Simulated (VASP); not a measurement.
# HF on the (1 1 1) face of Pd

Aim: how strongly HF binds to the (1 1 1) face of Pd, and how it shifts the vacuum level. The molecule starts over a bridge site, tilted. The start is a cell from a database of measured crystal structures.

Program: VASP 6.6.1. Level of theory: PBE; plane waves and PAW (Pd), in the first sound run; inputs show where later runs differ. Results are calculated unless marked as measured.

### Step 1. The structure

The cell holds 12 atoms: 12 Pd. Its edges and angles: a = 5.501 Å, b = 5.501 Å, c = 22.719 Å, α = 90.0°, β = 90.0°, γ = 120.0°. It derives from Pd. the (1 1 1) slab of Pd, cut from the database cell. Vacuum lies along c.

### Step 2. Relaxing the slab

The free atoms relax, while those held by selective dynamics keep their cut positions.

Contents of INCAR:

```
SYSTEM = Pd
PREC = Normal
ENCUT = 400
EDIFF = 1E-05
NELM = 120
ISMEAR = 1
SIGMA = 0.05
LREAL = Auto
ALGO = Fast
GGA = PE
NBANDS = 74
LORBIT = 11
LWAVE = .FALSE.
LCHARG = .FALSE.
KPAR = 2
NCORE = 2
IBRION = 2
NSW = 40
ISIF = 2
EDIFFG = -0.03
POTIM = 0.4
MAXMIX = 40
IDIPOL = 3
LDIPOL = .TRUE.
DIPOL = 0.5 0.5 0.452
```

Contents of POSCAR:

```
Pd
1.0
    5.5010079149      0.0000000000      0.0000000000
   -2.7505039575      4.7640126007      0.0000000000
    0.0000000000      0.0000000000     22.7185541542
Pd
12
Selective dynamics
Direct
    0.3333333300      0.1666666700      0.3530154200  F F F
    0.3333333300      0.6666666700      0.3530154200  F F F
    0.8333333300      0.1666666700      0.3530154200  F F F
    0.8333333300      0.6666666700      0.3530154200  F F F
    0.6666666700      0.3333333300      0.4518675400  T T T
    0.6666666700      0.8333333300      0.4518675400  T T T
    0.1666666700      0.3333333300      0.4518675400  T T T
    0.1666666700      0.8333333300      0.4518675400  T T T
    0.0000000000      0.5000000000      0.5507196500  T T T
    0.0000000000      0.0000000000      0.5507196500  T T T
    0.5000000000      0.5000000000      0.5507196500  T T T
    0.5000000000      0.0000000000      0.5507196500  T T T
```

Contents of KPOINTS:

```
Automatic mesh
0
Gamma
4 4 1
0 0 0
```

Potentials, in the order of the species: Pd (PBE family, release 64).

Launch:

```bash
$ mpirun -np 4 vasp_std
```

Output:

```text
[banner, memory and clock lines left out]
running    4 mpi-ranks, on    1 nodes
 distrk:  each k-point on    2 cores,    2 groups
 distr:  one band on    2 cores,    1 groups

 POSCAR found type information on POSCAR Pd
 POSCAR found :  1 types and      12 ions
 LDA part: xc-table for (Slater+PW92), standard interpolation
 POSCAR, INCAR and KPOINTS ok, starting setup
 FFT: planning ... GRIDC
 FFT: planning ... GRID_SOFT
 FFT: planning ... GRID
 WAVECAR not read
 entering main loop
       N       E                     dE             d eps       ncg     rms          rms(c)
DAV:   1     0.718402802944E+03    0.71840E+03   -0.45752E+04   592   0.110E+03
DAV:   2    -0.177658893018E+02   -0.73617E+03   -0.68569E+03   704   0.262E+02
DAV:   3    -0.597653396324E+02   -0.41999E+02   -0.38610E+02   682   0.597E+01
DAV:   4    -0.608734756192E+02   -0.11081E+01   -0.10942E+01   712   0.103E+01
DAV:   5    -0.609020141831E+02   -0.28539E-01   -0.28512E-01   722   0.166E+00    0.229E+01
RMM:   6    -0.582864866586E+02    0.26155E+01   -0.82442E+00   594   0.118E+01    0.117E+01
RMM:   7    -0.600311823991E+02   -0.17447E+01   -0.40020E+00   594   0.693E+00    0.146E+01
RMM:   8    -0.580585123614E+02    0.19727E+01   -0.20759E+00   594   0.549E+00    0.288E+00
RMM:   9    -0.589429764668E+02   -0.88446E+00   -0.30258E-01   594   0.178E+00    0.993E+00
RMM:  10    -0.580016533610E+02    0.94132E+00   -0.16500E-01   595   0.144E+00    0.115E+00
RMM:  11    -0.579979947983E+02    0.36586E-02   -0.43296E-02   594   0.722E-01    0.813E-01
RMM:  12    -0.579907905181E+02    0.72043E-02   -0.11452E-02   594   0.415E-01    0.256E-01
RMM:  13    -0.579901542823E+02    0.63624E-03   -0.25510E-03   600   0.151E-01    0.216E-01
RMM:  14    -0.579897494307E+02    0.40485E-03   -0.72138E-04   600   0.882E-02    0.822E-02
RMM:  15    -0.579899188624E+02   -0.16943E-03   -0.52073E-04   599   0.605E-02    0.308E-02
RMM:  16    -0.579902077943E+02   -0.28893E-03   -0.19738E-04   523   0.336E-02    0.244E-02
RMM:  17    -0.579908414614E+02   -0.63367E-03   -0.11628E-04   481   0.241E-02    0.210E-02
RMM:  18    -0.579911565982E+02   -0.31514E-03   -0.24544E-05   375   0.129E-02    0.547E-03
RMM:  19    -0.579914010732E+02   -0.24448E-03   -0.18943E-05   348   0.103E-02    0.434E-03
RMM:  20    -0.579914639657E+02   -0.62893E-04   -0.38109E-06   290   0.574E-03    0.483E-03
RMM:  21    -0.579914942260E+02   -0.30260E-04   -0.29299E-06   250   0.409E-03    0.133E-03
RMM:  22    -0.579915027578E+02   -0.85319E-05   -0.60161E-07   105   0.255E-03
   1 F= -.57991503E+02 E0= -.57993872E+02  d E =-.579915E+02
 curvature:   0.00 expect dE= 0.000E+00 dE for cont linesearch  0.000E+00
 trial: gam= 0.00000 g(F)=  0.186E-01 g(S)=  0.000E+00 ort = 0.000E+00 (trialstep = 0.100E+01)
 search vector abs. value=  0.186E-01
 bond charge predicted
       N       E                     dE             d eps       ncg     rms          rms(c)
DAV:   1    -0.580032895270E+02   -0.11795E-01   -0.43430E+00   596   0.644E+00    0.290E-01
RMM:   2    -0.580068394347E+02   -0.35499E-02   -0.48502E-02   595   0.997E-01    0.261E-01
RMM:   3    -0.580080155663E+02   -0.11761E-02   -0.86071E-03   626   0.400E-01    0.102E-01
RMM:   4    -0.580080370726E+02   -0.21506E-04   -0.16579E-03   596   0.176E-01    0.388E-02
RMM:   5    -0.580079995419E+02    0.37531E-04   -0.51131E-04   659   0.897E-02    0.402E-02
RMM:   6    -0.580081003303E+02   -0.10079E-03   -0.10925E-04   531   0.363E-02    0.305E-02
RMM:   7    -0.580080977957E+02    0.25346E-05   -0.27138E-05   377   0.189E-02
   2 F= -.58008098E+02 E0= -.58010308E+02  d E =-.165950E-01
[...]
3 F= -.58028262E+02 E0= -.58030172E+02  d E =-.367589E-01
[...]
4 F= -.58031616E+02 E0= -.58033063E+02  d E =-.401131E-01
[...]
5 F= -.58035632E+02 E0= -.58037228E+02  d E =-.441296E-01
[...]
6 F= -.58049366E+02 E0= -.58050766E+02  d E =-.137335E-01
[...]
7 F= -.58074796E+02 E0= -.58075712E+02  d E =-.391635E-01
[...]
8 F= -.58063914E+02 E0= -.58064518E+02  d E =-.282821E-01
 curvature:  17.12 expect dE= 0.575E-01 dE for cont linesearch  0.361E-01
 ZBRENT: bracketing found
 ZBRENT: interpolating
 opt :   5.0013  next Energy=   -58.080740 (dE=-0.451E-01)
 bond charge predicted
       N       E                     dE             d eps       ncg     rms          rms(c)
DAV:   1    -0.579911913119E+02    0.72723E-01   -0.79137E+01   592   0.280E+01    0.117E+00
RMM:   2    -0.580603366023E+02   -0.69145E-01   -0.67712E-01   594   0.407E+00    0.505E-01
RMM:   3    -0.580747769349E+02   -0.14440E-01   -0.15547E-01   642   0.166E+00    0.111E-01
RMM:   4    -0.580792813131E+02   -0.45044E-02   -0.43823E-02   773   0.662E-01    0.181E-01
RMM:   5    -0.580790957010E+02    0.18561E-03   -0.89184E-04   603   0.116E-01    0.108E-01
RMM:   6    -0.580790600749E+02    0.35626E-04   -0.29381E-04   600   0.654E-02    0.946E-02
RMM:   7    -0.580790865560E+02   -0.26481E-04   -0.22486E-04   591   0.544E-02    0.749E-02
RMM:   8    -0.580790874544E+02   -0.89844E-06   -0.90482E-05   556   0.360E-02
   9 F= -.58079087E+02 E0= -.58079751E+02  d E =-.434551E-01
 curvature:  -2.82 expect dE=-0.106E-03 dE for cont linesearch -0.590E-04
 trial: gam= 0.00164 g(F)=  0.376E-04 g(S)=  0.000E+00 ort =-0.954E-03 (trialstep = 0.163E+01)
 search vector abs. value=  0.346E-04
 reached required accuracy - stopping structural energy minimisation
```

Wall time 85 s (4 MPI ranks of AMD EPYC 9R14 (Zen 4), shared host); peak memory 0.86 GiB; 5.6 min of CPU time.

The logs omit lines about the potential files and the build; timing stands in the text.

OUTCAR, selected parts (step 2):

```text
ion  position               nearest neighbor table
   1  0.333  0.167  0.353-   4 2.75   4 2.75   3 2.75   3 2.75   2 2.75   2 2.75   7 2.75   5 2.75
                             8 2.75
   2  0.333  0.667  0.353-   3 2.75   3 2.75   4 2.75   4 2.75   1 2.75   1 2.75   8 2.75   6 2.75
                             7 2.75
   3  0.833  0.167  0.353-   2 2.75   2 2.75   1 2.75   1 2.75   4 2.75   4 2.75   5 2.75   7 2.75
                             6 2.75
   4  0.833  0.667  0.353-   1 2.75   1 2.75   2 2.75   2 2.75   3 2.75   3 2.75   6 2.75   8 2.75
                             5 2.75
   5  0.667  0.333  0.452-   9 2.75  12 2.75  11 2.75   8 2.75   8 2.75   7 2.75   7 2.75   6 2.75
                             6 2.75   3 2.75   1 2.75   4 2.75
   6  0.667  0.833  0.452-  10 2.75  11 2.75  12 2.75   7 2.75   7 2.75   8 2.75   8 2.75   5 2.75
                             5 2.75   4 2.75   2 2.75   3 2.75
   7  0.167  0.333  0.452-  11 2.75  10 2.75   9 2.75   6 2.75   6 2.75   5 2.75   5 2.75   8 2.75
                             8 2.75   1 2.75   3 2.75   2 2.75
   8  0.167  0.833  0.452-  12 2.75   9 2.75  10 2.75   5 2.75   5 2.75   6 2.75   6 2.75   7 2.75
                             7 2.75   2 2.75   4 2.75   1 2.75
   9  0.000  0.500  0.551-   5 2.75   8 2.75   7 2.75  12 2.75  12 2.75  11 2.75  11 2.75  10 2.75
                            10 2.75
  10  0.000  0.000  0.551-   6 2.75   7 2.75   8 2.75  11 2.75  11 2.75  12 2.75  12 2.75   9 2.75
                             9 2.75
  11  0.500  0.500  0.551-   7 2.75   6 2.75   5 2.75  10 2.75  10 2.75   9 2.75   9 2.75  12 2.75
                            12 2.75
  12  0.500  0.000  0.551-   8 2.75   5 2.75   6 2.75   9 2.75   9 2.75  10 2.75  10 2.75  11 2.75
                            11 2.75

  LATTYP: Found a hexagonal cell.
 ALAT       =     5.5010079149
 C/A-ratio  =     4.1298893777

 Subroutine GETGRP returns: Found 12 space group operations
 (whereof  6 operations were pure point group operations)

The static configuration has the point symmetry C_3v.
 The point group associated with its full space group is D_3d.

 Found      4 irreducible k-points:

   k-points           NKPTS =      4   k-points in BZ     NKDIM =      4   number of bands    NBANDS=     74

   dimension x,y,z NGX =    28 NGY =   28 NGZ =  112
   dimension x,y,z NGXF=    56 NGYF=   56 NGZF=  224

   ENCUT  =  400.0 eV  29.40 Ry    5.42 a.u.   8.97  8.97 37.05*2*pi/ulx,y,z

   NELECT =     120.0000    total number of electrons

 k-points in reciprocal lattice and weights: Automatic mesh
   0.00000000  0.00000000  0.00000000       0.062
   0.25000000 -0.00000000  0.00000000       0.375
   0.50000000 -0.00000000  0.00000000       0.188
   0.25000000  0.25000000  0.00000000       0.375

 dipolmoment           0.000000      0.000000      0.001083 electrons x Angstroem

 average (electrostatic) potential at core
       1 -80.7505       2 -80.7505       3 -80.7505       4 -80.7505       5 -81.1040
       6 -81.1040       7 -81.1040       8 -81.1040       9 -80.7515      10 -80.7515
      11 -80.7515      12 -80.7515

 E-fermi :  -0.9548

 k-point     1 :       0.0000    0.0000    0.0000
  band No.  band energies     occupation
    ...
     49      -0.9877      1.88830
     50      -0.9877      1.88830
     51      -0.9877      1.88829
     52      -0.9676      1.41678
     53      -0.9676      1.41672
     54      -0.7909     -0.00004
     55      -0.7863     -0.00002
     56      -0.7863     -0.00002
     57      -0.7863     -0.00002
     58      -0.5519     -0.00000
    ...

 k-point     2 :       0.2500   -0.0000    0.0000
  band No.  band energies     occupation
    ...
     55      -1.0896      2.00092
     56      -1.0003      2.02604
     57      -1.0003      2.02604
     58      -0.9909      1.93499
     59      -0.9631      1.27622
     60      -0.8781     -0.05217
     61      -0.7589     -0.00000
     62      -0.7589     -0.00000
     63      -0.7443     -0.00000
     64       0.1291      0.00000
    ...

 k-point     3 :       0.5000   -0.0000    0.0000
  band No.  band energies     occupation
    ...
     58      -1.0161      2.07092
     59      -1.0006      2.02784
     60      -1.0006      2.02784
     61      -0.9632      1.27944
     62      -0.9632      1.27944
     63      -0.7457     -0.00000
     64      -0.7457     -0.00000
     65       1.4398      0.00000
     66       1.4398      0.00000
     67       1.8134      0.00000
    ...

  Total       -5.2766189     -5.2766189     -0.6269398      0.0000000      0.0000000     -0.0000000
  in kB      -14.1994149    -14.1994149     -1.6870989      0.0000000      0.0000000     -0.0000000
  external PRESSURE =     -10.0286429 kB  Pullay stress =       0.0000000 kB

  energy-cutoff  :      400.00
  volume of cell :      595.38
      direct lattice vectors                 reciprocal lattice vectors
     5.501007915  0.000000000  0.000000000     0.181784868  0.104953543  0.000000000
    -2.750503957  4.764012601  0.000000000     0.000000000  0.209907085  0.000000000
     0.000000000  0.000000000 22.718554154     0.000000000  0.000000000  0.044016886

 POSITION                                       TOTAL-FORCE (eV/Angst)
 -----------------------------------------------------------------------------------
      1.37525      0.79400      8.02000        -0.000000      0.000000      0.016088
     -0.00000      3.17601      8.02000        -0.000000      0.000000      0.016088
      4.12576      0.79400      8.02000         0.000000      0.000000      0.016088
      2.75050      3.17601      8.02000        -0.000000     -0.000000      0.016088
      2.75050      1.58800     10.33628        -0.000000      0.000000     -0.000487
      1.37525      3.97001     10.33628         0.000000     -0.000000     -0.000487
      0.00000      1.58800     10.33628        -0.000000      0.000000     -0.000487
     -1.37525      3.97001     10.33628         0.000000     -0.000000     -0.000487
     -1.37525      2.38201     12.65436         0.000000     -0.000000     -0.015601
      0.00000      0.00000     12.65436         0.000000     -0.000000     -0.015601
      1.37525      2.38201     12.65436         0.000000     -0.000000     -0.015601
      2.75050      0.00000     12.65436         0.000000     -0.000000     -0.015601
 -----------------------------------------------------------------------------------
    total drift:                               -0.000000      0.000000     -0.085693

  FREE ENERGIE OF THE ION-ELECTRON SYSTEM (eV)
  ---------------------------------------------------
  free  energy   TOTEN  =       -58.0790874544 eV

  energy  without entropy=      -58.0810770501  energy(sigma->0) =      -58.07975065

 reached required accuracy - stopping structural energy minimisation

 vacuum level on the upper side and lower side of the slab         4.247         4.267

 total charge
# of ion       s       p       d       tot
------------------------------------------
    1        0.464   0.332   8.489   9.285
    2        0.464   0.332   8.489   9.285
    3        0.464   0.332   8.489   9.285
    4        0.464   0.332   8.489   9.285
    5        0.456   0.440   8.461   9.358
    6        0.456   0.440   8.461   9.358
    7        0.456   0.440   8.461   9.358
    8        0.456   0.440   8.461   9.358
    9        0.464   0.332   8.492   9.287
   10        0.464   0.332   8.492   9.287
   11        0.464   0.332   8.492   9.287
   12        0.464   0.332   8.492   9.287
--------------------------------------------------
tot          5.536   4.419 101.768 111.722

[... 1 further part left out ...]
```

The run keeps the 6 symmetry operations of its start, so it cannot find a distortion of lower symmetry.

Relaxation path:

```csv
step,energy less that of the first step (eV),largest force (eV/Å)
1,0.0000,0.3474
2,-0.0166,0.2641
3,-0.0368,0.2057
4,-0.0401,0.4446
5,-0.0441,0.3653
6,-0.0579,0.3052
7,-0.0833,0.1254
8,-0.0724,0.1457
9,-0.0876,0.0156
```

The atoms that moved most (Å):

```csv
atom,dx,dy,dz,length
Pd12,0.000,0.000,0.143,0.143
Pd11,0.000,0.000,0.143,0.143
Pd10,0.000,0.000,0.143,0.143
Pd9,0.000,0.000,0.143,0.143
Pd8,0.000,0.000,0.071,0.071
Pd7,0.000,0.000,0.071,0.071
Pd6,0.000,0.000,0.071,0.071
Pd5,0.000,0.000,0.071,0.071
```

The relaxed structure:

```xyz
12
Lattice="5.5010 0.0000 0.0000 -2.7505 4.7640 0.0000 0.0000 0.0000 22.7186" Properties=species:S:1:pos:R:3
Pd    1.3753    0.7940    8.0200
Pd    0.0000    3.1760    8.0200
Pd    4.1258    0.7940    8.0200
Pd    2.7505    3.1760    8.0200
Pd    2.7505    1.5880   10.3363
Pd    1.3753    3.9700   10.3363
Pd    0.0000    1.5880   10.3363
Pd   -1.3753    3.9700   10.3363
Pd   -1.3753    2.3820   12.6544
Pd    0.0000    0.0000   12.6544
Pd    1.3753    2.3820   12.6544
Pd    2.7505    0.0000   12.6544
```

Numbers from this step:

* electronic cycles: 96
* electrons: 120
* free energy (TOTEN): -58.0791 eV
* energy at zero smearing: -58.0798 eV
* Fermi energy: -0.9548 eV
* metallic: yes
* dipole moment: 0, 0, 0.001083 e·Å

The run ended after 9 ionic steps, 0.088 eV below its first step, once the forces on the free atoms met EDIFFG = -0.03.

(Continued in part 2 of 5.)

[Lines on the potential files, build, host, timing and source positions are cut from VASP's logs without a mark.]

[Logs are printed without paths, hosts, clocks, repeated set-up lines and the standing remarks that a program may print on its own settings, such as how far it seeks lower states.]

[Hosts, paths, dates, database ids (printed as entryN), source tags and the programs' standing remarks are cut or masked in the printed files.]

[Runs that stopped without an error message from VASP are left out.]
